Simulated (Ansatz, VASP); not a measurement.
Given: the input of a run of Ansatz 0.2.0 on C. 

Contents of input.yaml:

```yaml
crystal:
  lattice:
    - [0.0, 1.78337, 1.78337]
    - [1.78337, 0.0, 1.78337]
    - [1.78337, 1.78337, 0.0]
  atoms:
    - { symbol: C, position: [0.75, 0.75, 0.75] }
    - { symbol: C, position: [0.5, 0.5, 0.5] }
hamiltonian:
  xc: lda
  pseudopotentials: { kind: paw }
kpoints:
  mp_grid: { grid: [13, 13, 13] }
scf:
  occupations: { method: fermi_dirac, width: 0.05 }
output:
  forces: true
  stress: true
relax:
  f_tol: 0.01
  max_steps: 40
  cell: { stress_tol: 0.05 }
```

Potentials or basis: Ansatz PAW.

Command:

```bash
$ ansatz run input.yaml --threads 2 --pin off --max-ram 5120MiB --backend cpu --events-out ev --progress --plain --runs-dir out
```

**Question.** Translate it to VASP 6.6.1. Potentials or basis there: LDA PAW files C, 600 eV.

**Answer.** As run (cutoffs and basis follow the program's own potentials, and thresholds, step limits or extra output files can differ):

File INCAR:

```
  PREC = Accurate
  ENCUT = 600
  EDIFF = 1E-6
  ISMEAR = -1
  SIGMA = 0.05
  LREAL = False
  LASPH = True
  NELM = 80
  ALGO = Normal
  ISIF = 3
  LWAVE = False
  LCHARG = False
  IBRION = 2
  NSW = 60
  EDIFFG = -0.01
```

KPOINTS

```
regular mesh
0
Gamma
  13 13 13
```

The input POSCAR:

```
C
1.0
    0.0000000000      1.7833700000      1.7833700000
    1.7833700000      0.0000000000      1.7833700000
    1.7833700000      1.7833700000      0.0000000000
C
2
Direct
    0.7500000000      0.7500000000      0.7500000000
    0.5000000000      0.5000000000      0.5000000000
```

Potentials or basis: VASP PAW LDA potentials, release 64 (C).

Launch:

```console
$ cat potpaw_LDA.64/C/POTCAR > POTCAR
$ mpirun -np 1 vasp_std > vasp.out
```

Both were run:

|  | Ansatz | VASP |
| --- | --- | --- |
| Relaxed volume | 5.51 Å³/atom | 5.52 Å³/atom |
| Relaxed cell | a = 2.497 Å, b = 2.497 Å, c = 2.497 Å, α = 60.00°, β = 60.00°, γ = 60.00° | a = 2.499 Å, b = 2.499 Å, c = 2.499 Å, α = 60.00°, β = 60.00°, γ = 60.00° |
| Space group after relaxing | Fd-3m (No. 227) | Fd-3m (No. 227) |
| Pressure after relaxing | 0.0 GPa | -0.1 GPa |

Ansatz's pressure holds a Pulay term of +1.31 GPa for its cutoff of 420 eV, which the other run lacks.

Ansatz's potentials were made for PBE.

Where Ansatz's input types no cutoff or centring, it takes its own default and a Γ-centred mesh.

The two programs' LDA may be different fits to the electron gas.

Pressure is positive in compression.
